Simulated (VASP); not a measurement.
# Ge48H19N in VASP: single point with PBE+D3(BJ)

Aim: the single point of Ge48H19N with PBE+D3(BJ).

All numbers are computed with VASP 6.6.1; they aren't measurements. Logs are shortened: lines on timing, memory, paths and dates and some standing lists are left out, and cuts for length are marked.

## 1. Starting point

The cell holds a slab with vacuum, 68 atoms: a = 11.316 Å, b = 11.316 Å, c = 23.742 Å, α = 90.00°, β = 90.00°, γ = 90.00°.

The cell was built by a generator and needn't be a form met in nature.

## 2. Single point, PBE+D3(BJ)

Input file INCAR:

```
PREC     = Accurate       # precision mode
ENCUT    = 400            # plane-wave cutoff, eV
EDIFF    = 1E-6           # SCF threshold, eV
ISMEAR   = 0              # smearing method
SIGMA    = 0.05           # smearing width, eV
LREAL    = Auto         
LASPH    = True           # aspherical terms in the spheres
NELM     = 60             # most SCF steps
ALGO     = Normal         # electronic algorithm
ISIF     = 2              # what is computed and relaxed
LWAVE    = False          # write WAVECAR
LCHARG   = False          # write CHGCAR
GGA      = PE             # functional
IVDW     = 12             # dispersion correction
NBANDS   = 388            # bands
ISYM     = 0            
NCORE    = 4
```

Input file KPOINTS:

```
regular mesh
0
Gamma
  1 1 1
```

Input file POSCAR:

```
Ge48H19N
1.0
    8.0016203359      8.0016203359      0.0000000000
   -8.0016203359      8.0016203359      0.0000000000
    0.0000000000      0.0000000000     23.7419000000
Ge H N
48 19 1
Direct
    0.7005149941      0.2994850059      0.4246458792
    0.7994850059      0.7005149941      0.4246458792
    0.0494850059      0.9505149941      0.4385453565
    0.2994850059      0.2005149941      0.4246458792
    0.9505149941      0.5494850059      0.4524448338
    0.2005149941      0.7994850059      0.4385453565
    0.4505149941      0.0494850059      0.4524448338
    0.5494850059      0.4505149941      0.4524448338
    0.8750000000      0.3750000000      0.3831791053
    0.8750000000      0.8750000000      0.3831791053
    0.1250000000      0.1250000000      0.3831791053
    0.3750000000      0.3750000000      0.3831791053
    0.1250000000      0.6250000000      0.3831791053
    0.3750000000      0.8750000000      0.3831791053
    0.6250000000      0.1250000000      0.3831791053
    0.6250000000      0.6250000000      0.3831791053
    0.0000000000      0.2500000000      0.3236008913
    0.0000000000      0.7500000000      0.3236008913
    0.2500000000      0.0000000000      0.3236008913
    0.5000000000      0.2500000000      0.3236008913
    0.2500000000      0.5000000000      0.3236008913
    0.5000000000      0.7500000000      0.3236008913
    0.7500000000      0.0000000000      0.3236008913
    0.7500000000      0.5000000000      0.3236008913
    0.8750000000      0.1250000000      0.2640226772
    0.8750000000      0.6250000000      0.2640226772
    0.1250000000      0.8750000000      0.2640226772
    0.3750000000      0.1250000000      0.2640226772
    0.1250000000      0.3750000000      0.2640226772
    0.3750000000      0.6250000000      0.2640226772
    0.6250000000      0.8750000000      0.2640226772
    0.6250000000      0.3750000000      0.2640226772
    0.7500000000      0.2500000000      0.2044444632
    0.7500000000      0.7500000000      0.2044444632
    0.0000000000      0.0000000000      0.2044444632
    0.2500000000      0.2500000000      0.2044444632
    0.0000000000      0.5000000000      0.2044444632
    0.2500000000      0.7500000000      0.2044444632
    0.5000000000      0.0000000000      0.2044444632
    0.5000000000      0.5000000000      0.2044444632
    0.8750000000      0.3750000000      0.1448662491
    0.8750000000      0.8750000000      0.1448662491
    0.1250000000      0.1250000000      0.1448662491
    0.3750000000      0.3750000000      0.1448662491
    0.1250000000      0.6250000000      0.1448662491
    0.3750000000      0.8750000000      0.1448662491
    0.6250000000      0.1250000000      0.1448662491
    0.6250000000      0.6250000000      0.1448662491
    0.9510221023      0.2989778977      0.1052990704
    0.7989778977      0.4510221023      0.1052990704
    0.9510221023      0.7989778977      0.1052990704
    0.7989778977      0.9510221023      0.1052990704
    0.2010221023      0.0489778977      0.1052990704
    0.0489778977      0.2010221023      0.1052990704
    0.4510221023      0.2989778977      0.1052990704
    0.2989778977      0.4510221023      0.1052990704
    0.2010221023      0.5489778977      0.1052990704
    0.0489778977      0.7010221023      0.1052990704
    0.4510221023      0.7989778977      0.1052990704
    0.2989778977      0.9510221023      0.1052990704
    0.7010221023      0.0489778977      0.1052990704
    0.5489778977      0.2010221023      0.1052990704
    0.7010221023      0.5489778977      0.1052990704
    0.5489778977      0.7010221023      0.1052990704
    0.2888109589      0.8259148003      0.5304301849
    0.1663450817      0.7502593728      0.5363045716
    0.0165607112      0.9834392888      0.4981484437
    0.2421609563      0.7578390437      0.5139373410
```

Potentials or basis: VASP PAW PBE potentials, release 64 (Ge_d, H, N).

The run is started by

```console
cat potpaw_PBE.64/Ge_d/POTCAR potpaw_PBE.64/H/POTCAR potpaw_PBE.64/N/POTCAR > POTCAR
mpirun -np 8 vasp_gam > vasp.out
```

OUTCAR:

```text
PREC = Accurate
   ENCUT = 400
   EDIFF = 1E-6
   ISMEAR = 0
   LREAL = Auto
   LASPH = True
   NELM = 60
   ISIF = 2
   GGA = PE
   IVDW = 12
   ISYM = 0
 IVDW          = 12

 ion  position               nearest neighbor table
   1  0.701  0.299  0.425-   9 2.37  15 2.37   8 2.51
   2  0.799  0.701  0.425-  10 2.37  16 2.37   5 2.51
   3  0.049  0.951  0.439-  67 1.51   6 2.42  11 2.52  10 2.52
   4  0.299  0.201  0.425-  11 2.37  12 2.37   7 2.51
   5  0.951  0.549  0.452-   2 2.51   9 2.71  13 2.71
   6  0.201  0.799  0.439-  68 1.91   3 2.42  14 2.52  13 2.52
   7  0.451  0.049  0.452-   4 2.51  14 2.71  15 2.71
   8  0.549  0.451  0.452-   1 2.51  12 2.71  16 2.71
   9  0.875  0.375  0.383-   1 2.37  17 2.45  24 2.45   5 2.71
  10  0.875  0.875  0.383-   2 2.37  18 2.45  23 2.45   3 2.52
  11  0.125  0.125  0.383-   4 2.37  17 2.45  19 2.45   3 2.52
  12  0.375  0.375  0.383-   4 2.37  20 2.45  21 2.45   8 2.71
  13  0.125  0.625  0.383-  18 2.45  21 2.45   6 2.52   5 2.71
  14  0.375  0.875  0.383-  19 2.45  22 2.45   6 2.52   7 2.71
[... 32 lines left out ...]
  47  0.625  0.125  0.145-  61 1.54  62 1.54  33 2.45  39 2.45
  48  0.625  0.625  0.145-  63 1.54  64 1.54  34 2.45  40 2.45
  49  0.951  0.299  0.105-  41 1.54
  50  0.799  0.451  0.105-  41 1.54
  51  0.951  0.799  0.105-  42 1.54
  52  0.799  0.951  0.105-  42 1.54
  53  0.201  0.049  0.105-  43 1.54
  54  0.049  0.201  0.105-  43 1.54
[... 11 lines left out ...]
  66  0.166  0.750  0.536-  68 1.01
  67  0.017  0.983  0.498-   3 1.51
  68  0.242  0.758  0.514-  66 1.01  65 1.01   6 1.91

IMPORTANT INFORMATION: All symmetrisations will be switched off!
NOSYMM: (Re-)initialisation of all symmetry stuff for point group C_1.

----------------------------------------------------------------------------------------

                                     Primitive cell

  volume of cell :    3040.1944

  direct lattice vectors                    reciprocal lattice vectors
     8.001620336  8.001620336  0.000000000     0.062487344  0.062487344  0.000000000
    -8.001620336  8.001620336  0.000000000    -0.062487344  0.062487344  0.000000000
     0.000000000  0.000000000 23.741900000     0.000000000  0.000000000  0.042119628

  length of vectors
    11.316000000 11.316000000 23.741900000     0.088370449  0.088370449  0.042119628

  position of ions in fractional coordinates (direct lattice)
     0.700514994  0.299485006  0.424645879
     0.799485006  0.700514994  0.424645879
     0.049485006  0.950514994  0.438545357
     0.299485006  0.200514994  0.424645879
     0.950514994  0.549485006  0.452444834
     0.200514994  0.799485006  0.438545357
[... 60 lines left out ...]
     0.016560711  0.983439289  0.498148444
     0.242160956  0.757839044  0.513937341

  ion indices of the primitive-cell ions
   primitive index   ion index
                 1           1
                 2           2
                 3           3
                 4           4
                 5           5
                 6           6
[... 60 lines left out ...]
                67          67
                68          68

----------------------------------------------------------------------------------------

 KPOINTS: regular mesh

Automatic generation of k-mesh.
 Grid dimensions read from file:
 generate k-points for:    1    1    1

 Generating k-lattice:

  Cartesian coordinates                     Fractional coordinates (reciprocal lattice)
     0.062487344  0.062487344  0.000000000     1.000000000  0.000000000  0.000000000
    -0.062487344  0.062487344  0.000000000     0.000000000  1.000000000  0.000000000
     0.000000000  0.000000000  0.042119628     0.000000000  0.000000000  1.000000000

  Length of vectors
     0.088370449  0.088370449  0.042119628

  Shift w.r.t. Gamma in fractional coordinates (k-lattice)
     0.000000000  0.000000000  0.000000000

 Subroutine IBZKPT returns following result:
 ===========================================

 Found      1 irreducible k-points:

 Following reciprocal coordinates:
            Coordinates               Weight
  0.000000  0.000000  0.000000      1.000000
   k-points           NKPTS =      1   k-points in BZ     NKDIM =      1   number of bands    NBANDS=    388
   number of dos      NEDOS =    301   number of ions     NIONS =     68
   total plane-waves  NPLWV = ******
   dimension x,y,z NGX =    80 NGY =   80 NGZ =  160
   dimension x,y,z NGXF=   160 NGYF=  160 NGZF=  320
   ions per type =              48  19   1
   NGX,Y,Z   is equivalent  to a cutoff of  11.75, 11.75, 11.20 a.u.
   NGXF,Y,Z  is equivalent  to a cutoff of  23.51, 23.51, 22.41 a.u.
 SYSTEM =  unknown system
   PREC   = accura    normal or accurate (medium, high low for compatibility)
   ISTART =      0    job   : 0-new  1-cont  2-samecut
   ICHARG =      2    charge: 1-file 2-atom 10-const
   ISPIN  =      1    spin polarized calculation?
   LNONCOLLINEAR =      F non collinear calculations
   LSORBIT =      F    spin-orbit coupling
   LASPH  =      T    aspherical Exc in radial PAW
   ENCUT  =  400.0 eV  29.40 Ry    5.42 a.u.  18.45 18.45 38.72*2*pi/ulx,y,z
   NELM   =     60;   NELMIN=  2; NELMDL= -5     # of ELM steps
   EDIFF  = 0.1E-05   stopping-criterion for ELM
   LREAL  =      T    real-space projection
   EDIFFG = 0.1E-04   stopping-criterion for IOM
   NSW    =      0    number of steps for IOM
   IBRION =     -1    ionic relax: 0-MD 1-quasi-New 2-CG
   NFREE  =      0    steps in history (QN), initial steepest desc. (CG)
   ISIF   =      2    stress and relaxation
   ISYM   =      0    0-nonsym 1-usesym 2-fastsym
   POTIM  = 0.5000    time-step for ionic-motion
   TEBEG  =    0.0;   TEEND  =   0.0 temperature during run
   PSTRESS=    0.0 pullay stress
   NELECT =     696.0000    total number of electrons
   NUPDOWN=      -1.0000    fix difference up-down
   EMIN   =  10.00;   EMAX   =-10.00  energy-range for DOS
   EFERMI =   0.00;   METHOD = LEGACY
   ISMEAR =     0;   SIGMA  =   0.05  broadening in eV -4-tet -1-fermi 0-gaus
   EFERMI_NEDOS =   21; number of points for ismear=-14 and -15
   IALGO  =     38    algorithm
   IMIX   =      4    mixing-type and parameters
     AMIX     =   0.40;   BMIX     =  1.00
     AMIX_MAG =   1.60;   BMIX_MAG =  1.00
  volume/ion in A,a.u.               =      44.71       301.71
  Fermi-wavevector in a.u.,A,eV,Ry     =   1.001484  1.892531 13.646245  1.002971
  Thomas-Fermi vector in A             =   2.133909
   LORBIT       =      0    0 simple, 1 ext, 2 COOP (PROOUT), +10 PAW based schemes
   GGA     = PE    functional components
   LHFCALC =     F    Hartree Fock is set to
   AEXX    =    0.0000 exact exchange contribution
   IVDW    =    12    specifies the selected vdW correction
   LEPSILON=     F    determine dielectric tensor
   LRPA    =     F    only Hartree local field effects (RPA)
 non-spin polarized calculation
 Gauss-broadening in eV      SIGMA  =   0.05
  energy-cutoff  :      400.00
  volume of cell :     3040.19
 maximum number of plane-waves:     27645
 NGX is ok and might be reduce to    80
   NGX = 37   NGY = 37   NGZ = 77

 number of electron     695.9999401 magnetization

 Free energy of the ion-electron system (eV)
  ---------------------------------------------------
  ext. energy  EPLUGINS =         0.00000000
  ---------------------------------------------------
  free energy    TOTEN  =      -275.09966923 eV

  energy without entropy =     -275.05782482  energy(sigma->0) =     -275.07874702

 E-fermi :  -1.1292     XC(G=0):  -4.4313

 val. band max:       -1.1565291435   @ k =   0.0000   0.0000   0.0000
 cond. band min:      -1.1018612187   @ k =   0.0000   0.0000   0.0000
 fundamental gap:      0.0546679249
 Fermi energy:        -1.1291951001

 k-point     1 :       0.0000    0.0000    0.0000
  band No.  band energies     occupation
      1     -25.7885      2.00000
      2     -25.7816      2.00000
      3     -25.7808      2.00000
      4     -25.7728      2.00000
      5     -25.7623      2.00000
      6     -25.7608      2.00000
[... 352 lines left out ...]
    359       0.7463      0.00000
    360       0.7795      0.00000
 [bands above 360 left out]

------------------------ aborting loop because EDIFF is reached ----------------------------------------

 Edisp (eV)  -11.77645

 E8    (eV) :    -5.2796

  FORCE on cell =-STRESS in cart. coord.  units (eV):
  Direction    XX          YY          ZZ          XY          YZ          ZX
  --------------------------------------------------------------------------------------
  -------------------------------------------------------------------------------------
  Total      23.64145     8.08250    -1.82941     0.04815     0.00491     1.26854
  in kB      12.45900     4.25947    -0.96410     0.02538     0.00259     0.66852
  external pressure =        5.25 kB  Pullay stress =        0.00 kB

 VOLUME and BASIS-vectors are now :
 -----------------------------------------------------------------------------
  energy-cutoff  :      400.00
  volume of cell :     3040.19
      direct lattice vectors                 reciprocal lattice vectors
     8.001620336  8.001620336  0.000000000     0.062487344  0.062487344  0.000000000
    -8.001620336  8.001620336  0.000000000    -0.062487344  0.062487344  0.000000000
     0.000000000  0.000000000 23.741900000     0.000000000  0.000000000  0.042119628

 POSITION                                       TOTAL-FORCE (eV/Angst)
 -----------------------------------------------------------------------------------
      3.20889      8.00162     10.08190        -0.106383      0.005688     -0.524001
      0.79192     12.00243     10.08190         0.249359     -0.139862     -0.353212
     -7.20970      8.00162     10.41190        -0.953777     -0.026589     -1.111951
      0.79192      4.00081     10.08190         0.247918      0.121579     -0.348180
      3.20889     12.00243     10.74190         1.007111     -0.011124      0.082474
     -4.79273      8.00162     10.41190         1.526979     -0.013043     -0.221747
[... 60 lines left out ...]
     -7.73660      8.00162     11.82699        -0.256490     -0.000931      0.674578
     -4.12626      8.00162     12.20185         0.142199     -0.115784     -1.076304
 -----------------------------------------------------------------------------------
    total drift:                                0.000481     -0.000082      0.010963

  FREE ENERGIE OF THE ION-ELECTRON SYSTEM (eV)
  ---------------------------------------------------
  free  energy   TOTEN  =      -286.8761210898 eV

  energy  without entropy=     -286.8342766788  energy(sigma->0) =     -286.85519888
```

Wall time 4.3 min (8 MPI ranks of Intel Xeon Platinum 8559C (Emerald Rapids), shared host); peak memory 0.41 GiB.

What came out:

| Item | Value |
| --- | --- |
| Free energy | -286.8761 eV |
| Largest force | 1.543 eV/Å |
| Band gap on the k mesh | 0.05 eV, direct |
| Dispersion energy per atom | -0.173 eV |

Forces on the atoms (eV/Å):
```
Ge  -0.106  0.006 -0.524
Ge   0.249 -0.140 -0.353
Ge  -0.954 -0.027 -1.112
Ge   0.248  0.122 -0.348
Ge   1.007 -0.011  0.082
Ge   1.527 -0.013 -0.222
Ge   1.020  0.014  0.071
Ge  -1.154 -0.001 -0.014
Ge  -0.063  1.068  0.465
Ge  -0.091  0.798  0.345
Ge  -0.084 -0.780  0.334
Ge   0.072  0.954  0.583
Ge  -0.905 -0.385  0.735
Ge  -0.884  0.372  0.738
Ge  -0.052 -1.123  0.500
Ge   0.073 -0.944  0.570
Ge  -0.085 -0.097  0.269
Ge   0.427 -0.111 -0.506
Ge   0.419  0.116 -0.482
Ge   0.069  0.054 -0.539
Ge  -0.030  0.078  0.306
Ge  -0.023 -0.087  0.308
Ge  -0.087  0.091  0.271
Ge   0.063 -0.010 -0.537
Ge   0.051  0.001 -0.061
Ge   0.104  0.081 -0.081
Ge  -0.270 -0.003 -0.172
Ge   0.110 -0.073 -0.088
Ge  -0.012  0.021 -0.004
Ge   0.025  0.003 -0.066
Ge  -0.013 -0.018 -0.005
Ge  -0.251 -0.009 -0.099
Ge  -0.051  0.008 -0.209
Ge   0.112 -0.071 -0.201
Ge   0.125 -0.002 -0.156
Ge   0.111  0.072 -0.201
Ge  -0.120  0.007 -0.171
Ge  -0.074  0.006 -0.214
Ge  -0.120 -0.003 -0.167
Ge   0.092  0.000 -0.165
Ge   0.053 -0.003  0.028
Ge  -0.099  0.032  0.017
Ge  -0.099 -0.035  0.017
Ge  -0.091 -0.003  0.023
Ge   0.071  0.011  0.024
Ge   0.072 -0.020  0.021
Ge   0.052 -0.004  0.029
Ge  -0.095  0.001  0.022
H   -0.062 -0.008  0.043
H    0.060 -0.006  0.051
H   -0.061 -0.025  0.047
H    0.071 -0.030  0.011
H   -0.059  0.024  0.046
H    0.070  0.033  0.010
H   -0.061 -0.011  0.044
H    0.081 -0.018  0.024
H   -0.075  0.016  0.036
H    0.064  0.000  0.050
H   -0.076 -0.011  0.036
H    0.062  0.001  0.049
H   -0.062  0.011  0.043
H    0.060  0.007  0.051
H   -0.060  0.010  0.043
H    0.081  0.018  0.023
H   -0.044  0.527  0.323
H   -0.215 -0.366  0.414
H   -0.256 -0.001  0.675
N    0.142 -0.116 -1.076
```

Caveat: the cutoff is under 1.25 times the usual one of these potentials, so pressure, stress and relaxed cells hold a basis-set (Pulay) error.
